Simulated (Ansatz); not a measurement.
# CdSe (Cadmoselite) (P6_3mc) in Ansatz: reference runs

How does CdSe (Cadmoselite) come out in PBE? The cell is run as given and disturbed.

Program: Ansatz 0.2.0. These are calculated values, not measurements. Logs are shortened: lines on timing, memory, paths and dates and some standing lists are left out, and cuts for length are marked.

**The experiment to reproduce.**

From a printed reference work, data compilation, for a bulk crystal of CdSe at 2 K: band gap 1.841 eV.

The runs below are set against these values where they give the same quantity.

## 1. The crystal as given

Symmetry: P6_3mc, No. 186, hexagonal system. The conventional cell has a = 4.300 Å, b = 4.300 Å, c = 7.020 Å, α = 90.00°, β = 90.00°, γ = 120.00°. Cd (site symmetry 3m) is surrounded by 4 Se at 2.61 to 2.70 Å. Se (site symmetry 3m) has 4 Cd at 2.61 to 2.70 Å as nearest neighbours.

## 2. Single point, PBE

File input.yaml:

```yaml
crystal:
  lattice:
    - [4.3, 0.0, 0.0]
    - [-2.15, 3.7239092363, 0.0]
    - [0.0, 0.0, 7.02]
  atoms:
    - { symbol: Cd, position: [0.6666666667, 0.3333333333, 0.5] }
    - { symbol: Cd, position: [0.3333333333, 0.6666666667, 0.0] }
    - { symbol: Se, position: [0.6666666667, 0.3333333333, 0.885] }
    - { symbol: Se, position: [0.3333333333, 0.6666666667, 0.385] }
hamiltonian:
  xc: pbe
  pseudopotentials: { kind: paw }
kpoints:
  mp_grid: { grid: [7, 7, 4] }
scf:
  occupations: { method: fermi_dirac, width: 0.05 }
output:
  forces: true
  stress: true
  eigenvalues: true
```

Potentials or basis: Ansatz PAW.

The run is started by

```console
$ ansatz run input.yaml --threads 2 --pin off --max-ram 5120MiB --backend cpu --events-out ev --progress --plain --runs-dir out
```

Standard output:

```text
Warning: RAYON_NUM_THREADS=2 ignored (pool sized by the plan → 2); use --threads N
Engine: ansatz 0.2.0, aarch64-unknown-linux-gnu
Pseudopotentials: kind: paw
Pseudopotential: Cd, paw, valence charge 20, recommended cutoff 420 eV (normal), Cd.paw.azcp
Pseudopotential: Se, paw, valence charge 16, recommended cutoff 420 eV (normal), Se.paw.azcp
Functional definition: PBE
  parameter kappa = 0.804
  parameter beta = 0.06672455060314922
  exchange = pbe_x(kappa = kappa, mu = beta*pi^2/3)
  correlation = pbe_c(beta = beta)
Crystal: 4 atoms, lattice volume = 112.410 Å³
Basis set: ecut = 420 eV, 2189 PW (Γ), exchange–correlation on 60×60×96 points (8 copies of the dense FFT grid, shifted against one another)
Bands: 44, of which v1, the nominal top of the filled ones, is band 36 counted from 1 (35 counted from 0)
Symmetry: 12 space group operations
Space group: P63mc (ITA 186), of the structure as read, at distance tolerance 4.8e-5 Å
k-points: 24 of 196 (time reversal used)
Non-local potential: Cd, projectors of the file, l = 0: 3, l = 1: 2, l = 2: 2, l = 3: 1
Non-local potential: Se, projectors of the file, l = 0: 2, l = 1: 2, l = 2: 3, l = 3: 1
PAW form: soft (Blöchl's): semilocal exchange-correlation on the pseudo side does not see the compensation charge
PAW one-centre angular grid: Cd, 590 points (default); XC on 64 Gauss nodes
PAW one-centre angular grid: Se, 590 points (default); XC on 64 Gauss nodes
Initial density: superposition of atomic densities (neutral atoms: chi_scale 0, normalization atom), corrected by the library's trained network
Initial wavefunctions: pseudopotential atomic-orbital guess
Functional: x = pbe(κ = 0.804, μ = 0.2195149727645171), c = pbe(β = 0.06672455060314922)
SCF iter   1: F=—  HF=-27449.509514 eV  |F-HF|=—  |Δ(HF+E_count)|=         —  Δρ=8.74e-4  dr2=1.68e-3  ethr=1.77e-3  ⟨swp⟩=6.3  Hψ=3881  notcnv=0  defer=12
preconditioner: auto → Resta (q_TF=auto, 2.533 Å⁻¹)  ε∞=4.0  [insulator: Δε(μ)=0.690 eV  Ē_g=12.156 eV  σ=0.050 eV  W_gap=1.00  n_scr=34 (ndim 8)  ℏωp=21.0 eV  f_vac=0.201  D(μ)=0.00/eV (n_scr^D=0)  ε∞_Penn≈4.0]
SCF iter   2: F=—  HF=-27449.510667 eV  |F-HF|=—  |Δ(HF+E_count)|=   1.15e-3  Δρ=5.03e-4  dr2=5.13e-4  ethr=2.34e-6  ⟨swp⟩=2.0  Hψ=1683  notcnv=0  defer=23
SCF iter   3: F=—  HF=-27449.510706 eV  |F-HF|=—  |Δ(HF+E_count)|=   3.94e-5  Δρ=2.29e-4  dr2=4.26e-5  ethr=7.12e-7  ⟨swp⟩=2.0  Hψ=1418  notcnv=0  defer=7
automatic band count: iteration 3 solves 43 bands in place of 44: the levels show a gap, and the empty bands left out lie too high to hold charge; the band table lists the bands solved (type scf.n_extra_bands for more)
SCF iter   4: F=—  HF=-27449.510763 eV  |F-HF|=—  |Δ(HF+E_count)|=   5.67e-5  Δρ=9.93e-5  dr2=1.16e-5  ethr=5.92e-8  ⟨swp⟩=2.6  Hψ=1783  notcnv=0  defer=7
SCF iter   5: F=—  HF=-27449.510778 eV  |F-HF|=—  |Δ(HF+E_count)|=   1.50e-5  Δρ=3.45e-5  dr2=2.10e-6  ethr=1.61e-8  ⟨swp⟩=2.0  Hψ=1369  notcnv=0  defer=7
SCF iter   6: F=—  HF=-27449.510780 eV  |F-HF|=—  |Δ(HF+E_count)|=   1.89e-6  Δρ=9.87e-6  dr2=1.05e-7  ethr=2.92e-9  ⟨swp⟩=2.0  Hψ=1419  notcnv=0  defer=7
SCF iter   7: F=-27449.510780 eV  HF=-27449.510780 eV  |F-HF|=9.48e-9  |Δ(HF+E_count)|=   2.49e-7  Δρ=4.98e-6  dr2=2.54e-8  ethr=1.39e-10  ⟨swp⟩=7.5  Hψ=4362  notcnv=0
SCF 1 converged in 7 iterations: F = -27449.510780 eV  dr2 = 2.54e-8
SCF converged after 7 iterations
Free energy (F): -27449.510780 eV
Harris-Foulkes:  -27449.510780 eV  (|F-HF|=9.48e-9)
Internal energy: -27449.510765 eV  (E = F + TS)
E sigma→0 (E₀):  -27449.510773 eV
Entropy (-TS):   -0.000015 eV (-0.004 meV/atom)
Fermi energy:    7.861806 eV
--- Per-component energies (eV) ---
  E_band       = -1779.235635
  E_kinetic    = 1248.246232
  E_local      = -12776.457232  (includes V_loc(G=0)·N_el)
  E_nonlocal   = -1124.723769
  E_hartree    = 6078.069640
  E_xc         = -562.480721
  E_vxc        = -640.392411  (∫ρ·V_xc dr)
  E_paw        = -11989.160997  (= ΣΔE_a)
  E_vpaw       = -642.062662  (= ΣTr[D̂ρ^β])
  E_aug_tail   = -0.001150  (compensation charges beyond the density's cutoff)
  E_ewald      = -8323.002769
  E_smearing   = -0.000015  (= −TS)
  E_closure    = -0.000000  (closes the sum)
  Σ components = -27449.510780   (vs F -27449.510780, Δ=0.00e0)
--- Forces (eV/Å), atoms counted from 1 ---
  atom   1  Cd     0.00000000     0.00000000     0.28164955
  atom   2  Cd     0.00000000    -0.00000000     0.28164955
  atom   3  Se     0.00000000     0.00000000    -0.28164255
  atom   4  Se    -0.00000000    -0.00000000    -0.28164255
  max |Σ_I F_I| component: 1.40e-5 eV/Å
--- Stress (GPa, compression-positive) ---
        3.687344       0.000000      -0.000000
       -0.000000       3.687344       0.000000
        0.000000      -0.000000       1.663183
  P = ⅓ Tr σ = 3.0126 GPa (30.126 kbar)
--- Band table (eV; the first three rows and the last of 24) ---
  k-point 0: bands = ["-94.1409", "-94.1409", "-55.2114", "-55.2111", "-55.2106", "-55.2106", "-55.2105", "-55.2105", "-39.1611", "-39.1611", "-39.1611", "-39.1611", "-39.1504", "-39.1504", "-39.1503", "-39.1503", "-39.1499", "-39.1498", "-5.1154", "-4.7483", "-0.4514", "-0.4514", "-0.3957", "-0.3957", "-0.3883", "-0.0926", "-0.0926", "-0.0283", "-0.0283", "0.2524", "3.2446", "6.7613", "6.7613", "7.4658", "7.4770", "7.4770", "8.1796", "9.5998", "13.3661", "13.3661", "13.6205", "14.4760", "14.4760"]
  k-point 1: bands = ["-94.1409", "-94.1409", "-55.2114", "-55.2112", "-55.2106", "-55.2106", "-55.2105", "-55.2105", "-39.1611", "-39.1611", "-39.1611", "-39.1611", "-39.1504", "-39.1504", "-39.1503", "-39.1503", "-39.1499", "-39.1498", "-5.0613", "-4.8013", "-0.4453", "-0.4453", "-0.4059", "-0.4059", "-0.3469", "-0.0815", "-0.0815", "-0.0359", "-0.0359", "0.0732", "3.7509", "6.3092", "6.8590", "6.8590", "7.3644", "7.3644", "9.2050", "9.7037", "13.1748", "13.4481", "13.4481", "14.2018", "14.2018"]
  k-point 2: bands = ["-94.1409", "-94.1409", "-55.2113", "-55.2113", "-55.2105", "-55.2105", "-55.2105", "-55.2105", "-39.1611", "-39.1611", "-39.1611", "-39.1611", "-39.1504", "-39.1504", "-39.1504", "-39.1504", "-39.1498", "-39.1498", "-4.9307", "-4.9307", "-0.4276", "-0.4276", "-0.4276", "-0.4276", "-0.1963", "-0.1963", "-0.0570", "-0.0570", "-0.0570", "-0.0570", "4.9144", "4.9144", "7.1043", "7.1043", "7.1043", "7.1043", "9.8165", "9.8165", "13.2979", "13.2979", "13.7409", "13.7409", "13.7409"]
  k-point 23: bands = ["-94.1409", "-94.1409", "-55.2113", "-55.2113", "-55.2107", "-55.2107", "-55.2107", "-55.2107", "-39.1611", "-39.1611", "-39.1611", "-39.1611", "-39.1504", "-39.1504", "-39.1503", "-39.1503", "-39.1498", "-39.1498", "-4.6511", "-4.6511", "-0.2811", "-0.2811", "-0.2622", "-0.2622", "-0.1130", "-0.1130", "-0.0676", "-0.0676", "0.3306", "0.3306", "3.3874", "3.3874", "5.1404", "5.1404", "6.3935", "6.3935", "11.2526", "11.2526", "13.2410", "13.2410", "13.7783", "13.7783", "15.5503"]
```

It took 4.7 s on 2 threads of Arm Neoverse V1, shared host; peak memory 0.38 GiB.

What came out:

```yaml
Free_energy: -27449.5108 eV
Pressure: 3.0 GPa
Largest_force: 0.282 eV/Å
Band_gap_on_the_k_mesh: 0.70 eV, direct
```

Forces on the atoms (eV/Å):
```
Cd   0.000  0.000  0.282
Cd   0.000  0.000  0.282
Se   0.000  0.000 -0.282
Se   0.000  0.000 -0.282
```

Caveat: odd divisions of the mesh miss points on the zone boundary, where band edges often lie, so the gap on the mesh can be too wide.

## 3. Single point, PBE (atoms moved at random, drawn with an rms of 0.05 Å)

File input.yaml:

```yaml
crystal:
  lattice:
    - [4.3, 0.0, 0.0]
    - [-2.15, 3.7239092363, 0.0]
    - [0.0, 0.0, 7.02]
  atoms:
    - { symbol: Cd, position: [0.667276, 0.331414, 0.500145] }
    - { symbol: Cd, position: [0.339084, 0.679925, 0.000467] }
    - { symbol: Se, position: [0.674133, 0.327455, 0.879915] }
    - { symbol: Se, position: [0.327276, 0.662299, 0.3841] }
hamiltonian:
  xc: pbe
  pseudopotentials: { kind: paw }
kpoints:
  mp_grid: { grid: [7, 7, 4] }
scf:
  occupations: { method: fermi_dirac, width: 0.05 }
output:
  forces: true
  stress: true
  eigenvalues: true
```

Potentials or basis: Ansatz PAW.

The run is started by

```console
$ ansatz run input.yaml --threads 2 --pin off --max-ram 5120MiB --backend cpu --events-out ev --progress --plain --runs-dir out
```

It took 18 s on 2 threads of Arm Neoverse V1, shared host; peak memory 0.58 GiB.

It converged, with:

```yaml
Free_energy: -27449.4979 eV
Pressure: 3.1 GPa
Largest_force: 0.517 eV/Å
Band_gap_on_the_k_mesh: 0.67 eV, direct
```

Forces on the atoms (eV/Å):
```
Cd  -0.133 -0.063  0.171
Cd   0.204 -0.404  0.250
Se  -0.231  0.408 -0.101
Se   0.160  0.059 -0.319
```

Stress tensor (GPa, compression positive):
```
 2.97  0.70  0.08
 0.70  4.10 -0.50
 0.08 -0.50  2.10
```

Levels at points of the mesh, in eV from the valence-band top:
```csv
k point,band 33,band 34,band 35,band 36,band 37,band 38,band 39,band 40
"(0.00, 0.00, 0.00)",-0.69,-0.05,-0.03,0.00,0.67,2.14,5.82,5.91
"(0.00, 0.00, -0.50)",-0.48,-0.43,-0.38,-0.31,2.31,2.36,5.72,5.89
```

Caveat: odd divisions of the mesh miss points on the zone boundary, where band edges often lie, so the gap on the mesh can be too wide.

## 4. How close it comes

Step 2. A measured gap of CdSe is 1.841 eV (2 K; a printed reference work, data compilation); the calculated 0.70 eV misses it by -1.14 eV. So large a miss can be the level of theory's own, or it may mean another phase, state or a wrong row. Spin-orbit coupling on Cd, Se is left out. The value is that of PBE, without temperature or zero-point motion. Semilocal functionals fall short of measured gaps as a rule.
